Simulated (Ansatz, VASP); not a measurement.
**TaN in VASP and in Ansatz**

The input INCAR:

```
PREC = Accurate
ENCUT = 520
EDIFF = 1E-8
ISMEAR = -1
SIGMA = 0.01
LREAL = False
LASPH = True
NELM = 60
ALGO = Normal
ISIF = 2
LWAVE = False
LCHARG = False
GGA = PE
LEFG = True
NBANDS = 24
```

File KPOINTS:

```
Automatic mesh
0
Gamma
  9 9 5
```

POSCAR

```
TaN
1.0
    3.0480019786      0.0000000000      0.0000000000
   -1.5240009893      2.6396471442      0.0000000000
    0.0000000000      0.0000000000      4.8688200000
Ta N
2 2
Direct
    0.0000000000      0.0000000000      0.0000000000
    0.0000000000      0.0000000000      0.5000000000
    0.3333333333      0.6666666667      0.2500000000
    0.6666666667      0.3333333333      0.7500000000
```

Input for Ansatz:

```yaml
crystal:
  lattice:
    - [3.0480019786, 0.0, 0.0]
    - [-1.5240009893, 2.6396471442, 0.0]
    - [0.0, 0.0, 4.86882]
  atoms:
    - { symbol: Ta, position: [0.0, 0.0, 0.0] }
    - { symbol: Ta, position: [0.0, 0.0, 0.5] }
    - { symbol: "N", position: [0.3333333333, 0.6666666667, 0.25] }
    - { symbol: "N", position: [0.6666666667, 0.3333333333, 0.75] }
kpoints:
  mp_grid: { grid: [9, 9, 5] }
scf:
  occupations: { method: fermi_dirac, width: 0.01 }
hamiltonian:
  xc: pbe
  pseudopotentials: { kind: all_electron, datasets: crystal }
output:
  forces: true
  stress: true
  eigenvalues: true
  efg: { contact_densities: true }
```

Change from the starting cell: zz strain of -1 %, crystal datasets.

Alike in both runs: task electric field gradients; functional PBE; k mesh 9 × 9 × 5; occupations fermi-dirac, width 0.01 eV; no spin polarisation.

```csv
,VASP,Ansatz
version,VASP 6.6.1,Ansatz 0.2.0
potentials or method,"VASP PAW PBE potentials, release 64 (Ta_pv, N)","all-electron PAW with datasets made for the crystal, scalar-relativistic"
plane-wave cutoff (eV),520,see its input
```

```tsv
	VASP	Ansatz	Ansatz less VASP
pressure (GPa)	67.9	65.8	-2.12
largest component of the traceless stress (GPa)	60.32	59.53	-0.795
Vzz of the field gradient on the site that differs most (V/Å²)	-169.4	-191.4	-21.94
```

Ansatz ran all-electron here, so the differences hold the error of VASP's frozen core and of both bases. Ansatz warned: «gradients_without_spin_orbit».

Caveats: the cell as given lies far from equilibrium; so large a pressure means that the cell lies far from this level's equilibrium, or that cutoff or potentials fall short (VASP). The runs have no spin-orbit coupling, so splittings on Ta are missing.
